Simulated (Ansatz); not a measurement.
# Elastic constants of CaSe (Fm-3m) under pressure

```yaml
crystal:
  lattice:
    - [0.00000, 2.93445, 2.93445]
    - [2.93445, 0.00000, 2.93445]
    - [2.93445, 2.93445, 0.00000]
  atoms:
    - { symbol: Ca, position: [0.00000, 0.00000, 0.00000] }
    - { symbol: Se, position: [0.50000, 0.50000, 0.50000] }
```

This is the zero-pressure cell. At each pressure cell and atoms are relaxed in this structure, and the constants are slopes of the stress at strains of ±0.005 with relaxed ions (the coefficients that govern stability under load). Level: PBEsol, PAW on Ansatz 0.2.0's default frozen-core files (fitted under PBE), scalar-relativistic; k mesh 8×8×8, strains of ±0.005, fixed occupations, cutoff 420 eV. P is the pressure of the relaxed cell, less that of this one.

```csv
P (GPa),V/V₀,C11 (GPa),C12 (GPa),C44 (GPa)
0.00,1.0000,118.2,18.9,27.3
1.00,0.9817,128.6,19.9,27.5
2.01,0.9647,139.0,20.8,27.6
4.00,0.9353,158.8,22.6,27.7
6.98,?,?,?,?
10.01,0.8665,216.4,27.5,27.6
15.01,0.8239,262.1,31.3,27.2
```

Q: Does the bulk modulus from the constants agree with the pressure-volume curve?

A: A third-order Birch-Murnaghan fit to the volumes shown (F against f, f = [(V₀/V)^(2/3) − 1]/2) gives B₀ = 52.0 GPa and B′ = 4.1. Its −V dP/dV stands beside (C11 + 2C12)/3:

| P (GPa) | from P(V) | from the constants |
| --- | --- | --- |
| 0.00 | 52.0 | 52.0 |
| 1.00 | 56.1 | 56.1 |
| 2.01 | 60.1 | 60.2 |
| 4.00 | 67.9 | 68.0 |
| 10.01 | 90.5 | 90.5 |
| 15.01 | 108.5 | 108.2 |

Q: What are the pressure derivatives at zero pressure?

A: Slopes at V₀ of quadratic fits in −ln(V/V₀) through the first four rows shown, divided by B₀: dC11/dP = 10.4, dC12/dP = 1.0, dC44/dP = 0.2. The mean slopes up to 2.0 GPa are 10.3, 0.9, 0.1; curvature and scatter of the constants part the two. The combination (dC11/dP + 2 dC12/dP)/3 = 4.1 stands against B′.

Q: Fill the row at 6.98 GPa.

A: Cubic fits in −ln(V/V₀) through all rows shown give C11 = 187.8, C12 = 25.1, C44 = 27.7 GPa. Computed: V/V₀ = 0.8980, C11 (GPa) = 187.8, C12 (GPa) = 25.1, C44 (GPa) = 27.7.

Q: Does a shear stiffness soften?

A: C44 goes from 27.3 to 27.2 GPa, through a maximum of 27.7 near 7 GPa; (C11 − C12)/2 goes from 49.7 to 115.4 GPa. Neither ends more than 3 % under its start, and the lattice stays mechanically stable over this range.

Known limits: no other phase was computed; many crystals of this kind change structure within this range, and rows or crossings beyond such a change describe a metastable lattice; frozen-core PAW files fitted under PBE, their cores solved anew for the functional of the run; phonons weren't checked at these pressures.
